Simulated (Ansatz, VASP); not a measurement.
# Cross-check of Si32C31 (V_C) between VASP and Ansatz, part 2 of 2

Wanted: the spread between two codes on one cell, functional and k mesh. The structure shown is the start of the Ansatz relaxation below; VASP solves that cell, so the two are compared at the walk's first step.

VASP 6.6.1 and Ansatz 0.2.0.

So far: Set-up; Ansatz: relaxation, r2SCAN.

## 3. VASP: single point, r2SCAN, start cell

Level of this step: r2SCAN, spin-polarised from a ferromagnetic start; plane waves and PAW (Si, C) (VASP).

The same cell, functional and mesh now go to VASP, with its own data sets.

Lines of VASP's logs that name or quote its potential files are left out, and so is its time.

File INCAR:

```
SYSTEM = Si32C31
PREC = Accurate
ENCUT = 580
EDIFF = 1E-06
NELM = 200
ISMEAR = 0
SIGMA = 0.01
LREAL = Auto
ALGO = Normal
METAGGA = R2SCAN
LASPH = .TRUE.
NELECT = 251
NBANDS = 176
ISPIN = 2
MAGMOM = 0 0 0 0 0.01 0 0 0.1 0.01 0 0.02 0 0 0 0 0 0.01 0.05 0 0 0 0 0 0 0 0 0 0 0.11 0.01 0.01 0.01 0.05 0.06 0.05 0.02 0.04 0.03 0.04 0.02 0.03 0.04 0.02 0.02 0.01 0.05 0.04 0.02 0.05 0.02 0.03 0.02 0.05 0.02 0.03 0.05 0.02 0.02 0.05 0.02 0.03 0.02 0.01
LORBIT = 11
LWAVE = .FALSE.
LCHARG = .FALSE.
ISIF = 2
ISYM = 0
NUPDOWN = 3
GGA_COMPAT = .FALSE.
LMIXTAU = .TRUE.
NCORE = 2
```

File POSCAR:

```
Si32C31
1.0
    8.7131849710      0.0000000000      0.0000000000
    0.0000000000      0.0000000000     -8.7131849710
    0.0000000000      8.7131849710      0.0000000000
Si C
32 31
Direct
    0.0019375234      0.0008256453      0.9946619979
    0.0033634085      0.2517877225      0.2542919733
    0.2494529850      0.9974282653      0.2551006328
    0.2537106704      0.2458234282      0.0013101983
    0.9974041639      0.9951328934      0.4984178592
    0.0014988779      0.2555225222      0.7495701080
    0.2542093399      0.0025145799      0.7529811455
    0.2500932790      0.2477778226      0.5052898584
    0.9977116290      0.5042094268      0.0031580874
    0.0028539507      0.7477200383      0.2544256787
    0.2523290860      0.5041834891      0.2468371792
    0.2501687967      0.7492442800      0.9943140195
    0.0050350130      0.4975895742      0.5013296532
    0.9968624561      0.7470608075      0.7538008228
    0.2479290876      0.5035710839      0.7460140031
    0.2548266802      0.7526799927      0.5015656175
    0.4958590934      0.9997041266      0.0039616971
    0.5053346181      0.2510860274      0.2518143489
    0.7503812925      0.9943059857      0.2506022777
    0.7516798991      0.2554442500      0.9993157496
    0.4966015314      0.9968999855      0.5034307219
    0.4985198885      0.2527553366      0.7548111307
    0.7539816981      0.9989005169      0.7539833048
    0.7521076417      0.2547606882      0.5024131835
    0.4991926620      0.4943408196      0.9994986908
    0.4958243185      0.7492532319      0.2538645751
    0.7473254638      0.4984582577      0.2548373537
    0.7466909083      0.7488328346      0.9954594101
    0.4982232117      0.4960572987      0.5037720437
    0.4951292799      0.7511924769      0.7472100066
    0.7548021788      0.4974550654      0.7518417228
    0.7464395651      0.7474792538      0.4962719160
    0.1291644793      0.1287720855      0.3761654333
    0.1302280399      0.3727889412      0.1258416989
    0.3724770002      0.1294127238      0.1223368956
    0.1249426018      0.1207212981      0.8711765015
    0.1245739650      0.3694740799      0.6264872166
    0.3702930686      0.1282114409      0.6256785571
    0.3713659254      0.3732861188      0.8709030079
    0.1277920765      0.6256545704      0.3799704713
    0.1284029897      0.8788968701      0.1274826603
    0.3716115302      0.6209884236      0.1273141800
    0.3705108994      0.8717625100      0.3734848980
    0.1261783152      0.6275611063      0.8799981896
    0.1208467401      0.8710447472      0.6248103326
    0.3806191434      0.6248728815      0.6238427186
    0.3699083642      0.8746017702      0.8723834081
    0.6195615057      0.1235903982      0.3761683025
    0.6204510771      0.3764311226      0.1281919302
    0.8695363435      0.1234081457      0.1257377186
    0.8784752103      0.3775171778      0.3788100460
    0.6248981306      0.1192625892      0.8749600778
    0.6254401827      0.3695959641      0.6231207094
    0.8766338630      0.1253918061      0.6195130733
    0.8702473350      0.3753931554      0.8718081879
    0.6193428715      0.6258407251      0.3754680993
    0.6251718537      0.8738980092      0.1193710455
    0.8763617466      0.6282195338      0.1204491817
    0.8736102843      0.8705153196      0.3782994406
    0.6234869360      0.6241387068      0.8695320971
    0.6239174330      0.8698466778      0.6272804971
    0.8712625780      0.6280550704      0.6281029289
    0.8786885651      0.8737940289      0.8707727456
```

File KPOINTS:

```
Points of the shifted mesh
1
Reciprocal
 0.2500000000  0.2500000000  0.2500000000 1
```

The projector-augmented-wave data sets are Si and C (PBE family, release 64).

Launch:

```sh
mpirun -np 8 vasp_std
```

Numbers of over 12 decimals in the logs are rounded to 6 here.

The log of the run:

```text
[banner, memory and clock lines left out]
running    8 mpi-ranks, on    1 nodes
[...]
|                                                                             |
|               ----> ADVICE to this user running VASP <----                  |
|                                                                             |
|     You enforced a specific xc type in the INCAR file but a different       |
|     [... a line on the potential file left out ...]
|     I HOPE YOU KNOW WHAT YOU ARE DOING!                                     |
|                                                                             |

 LDA part: xc-table for (None), standard interpolation
 POSCAR, INCAR and KPOINTS ok, starting setup
[...]
entering main loop
       N       E                     dE             d eps       ncg     rms          rms(c)
DAV:   1     0.664354342762E+03    0.66435E+03   -0.12513E+05   704   0.145E+03
DAV:   2    -0.609203617569E+03   -0.12736E+04   -0.12022E+04   856   0.246E+02
DAV:   3    -0.700543994055E+03   -0.91340E+02   -0.90233E+02   872   0.605E+01
DAV:   4    -0.702506994357E+03   -0.19630E+01   -0.19541E+01   856   0.972E+00
DAV:   5    -0.702557235680E+03   -0.50241E-01   -0.50181E-01   856   0.147E+00BRMIX: very serious problems
 the old and the new charge density differ
 old charge density:   252.00000 new  251.00000
    0.514E+01
DAV:   6    -0.635156225414E+03    0.67401E+02   -0.18042E+02   816   0.233E+01    0.291E+01
DAV:   7    -0.604770511051E+03    0.30386E+02   -0.14251E+01   784   0.881E+00    0.130E+01
DAV:   8    -0.604997340357E+03   -0.22683E+00   -0.10514E+01   816   0.812E+00    0.659E+00
DAV:   9    -0.608464181125E+03   -0.34668E+01   -0.32800E+00   784   0.520E+00    0.294E+00
[...]
DAV:  19    -0.608926109945E+03   -0.72290E-05   -0.12476E-05   816   0.779E-03    0.689E-03
DAV:  20    -0.608926108469E+03    0.14760E-05   -0.33604E-06   640   0.493E-03    0.833E-03
DAV:  21    -0.608926108886E+03   -0.41723E-06   -0.86735E-07   464   0.233E-03
   1 F= -.60892611E+03 E0= -.60892611E+03  d E =-.225081E-14  mag=     3.0000
```

OUTCAR, selected parts (step 3):

```text
  FREE ENERGIE OF THE ION-ELECTRON SYSTEM (eV)
  ---------------------------------------------------
  free  energy   TOTEN  =      -608.9261088863 eV

  energy  without entropy=     -608.9261088863  energy(sigma->0) =     -608.92610889

 magnetization (x)
# of ion       s       p       d       tot
------------------------------------------
    1       -0.001   0.001   0.000  -0.000
    2       -0.001   0.002   0.000   0.001
    3       -0.001   0.000   0.000  -0.001
    4       -0.000   0.002   0.000   0.002
    5        0.005   0.014   0.000   0.018
    6        0.002   0.005   0.000   0.007
    7        0.002   0.006   0.000   0.007
    8        0.044   0.126   0.000   0.170
    9        0.002   0.007   0.000   0.010
   10       -0.001   0.001   0.000   0.000
   11        0.007   0.020   0.000   0.027
   12       -0.001   0.002   0.000   0.002
   13        0.001   0.003   0.000   0.003
[...]
--------------------------------------------------
tot          0.268   1.179   0.000   1.447
```

The cell is charged against a uniform background.

The run ends at a pressure of -2.35 GPa, with forces up to 2.3 eV/Å.

## 4. Side by side

Known differences besides the potentials themselves: VASP starts from the moments at which Ansatz ended; VASP keeps PBE cores, Ansatz makes them for the functional; fixed occupations in Ansatz, narrow Gaussian smearing in VASP; the cutoff is 500 eV in Ansatz and 580 eV in VASP (PREC = Accurate, projectors in real space). Total energies have different zeros and are not compared.

Forces on 9 of the 63 atoms, those with the largest forces and the largest differences (eV/Å; atoms numbered as in POSCAR):

| atom | Ansatz x, y, z | VASP x, y, z |
| --- | --- | --- |
| Si7 | -1.696, -1.277, 0.601 | -1.693, -1.273, 0.594 |
| Si8 | -0.265, -0.548, -0.985 | -0.275, -0.532, -0.979 |
| Si11 | -0.883, 0.459, 1.633 | -0.880, 0.445, 1.628 |
| Si18 | -1.420, -0.638, -0.202 | -1.408, -0.655, -0.205 |
| Si31 | -1.820, -1.207, -0.696 | -1.810, -1.204, -0.692 |
| C35 | 1.093, 1.420, 1.204 | 1.083, 1.410, 1.204 |
| C38 | 1.631, 0.516, 1.035 | 1.628, 0.515, 1.040 |
| C42 | 1.185, -1.054, -1.044 | 1.187, -1.053, -1.048 |
| C55 | 1.692, 1.069, -0.086 | 1.684, 1.062, -0.087 |

The forces differ by 4.6 meV/Å r.m.s., which is 0.6 % of the r.m.s. force of 0.828 eV/Å (both taken over all components). Moments aren't recorded for both runs of this pair, so they may hold unlike magnetic states. The cell carries a charge of +1 e against a uniform background, so its pressure also hangs on how the neutralising background is counted, and in a defect's cell a gap may be the spacing between its levels.

## 5. Summary of results

```
r.m.s. force difference (single point, r2SCAN, start cell) : 0.56 % of the r.m.s. force
```

**Reading.** The r.m.s. force difference is 0.56 % of the r.m.s. force (single point, r2SCAN, start cell), within the 3 % picked in this series as the mark of a large difference. 1 further run of this series is not shown here. Such differences can come from data sets, numerical settings and the points named under the comparisons, not from the functional's error against experiment.

[Lines on the potential files, build, host, timing and source positions are cut from VASP's logs without a mark.]

[Logs are printed without paths, hosts, clocks, repeated set-up lines and the standing remarks that a program may print on its own settings, such as how far it seeks lower states.]

[Hosts, paths, dates, database ids (printed as entryN), source tags and the programs' standing remarks are cut or masked in the printed files.]
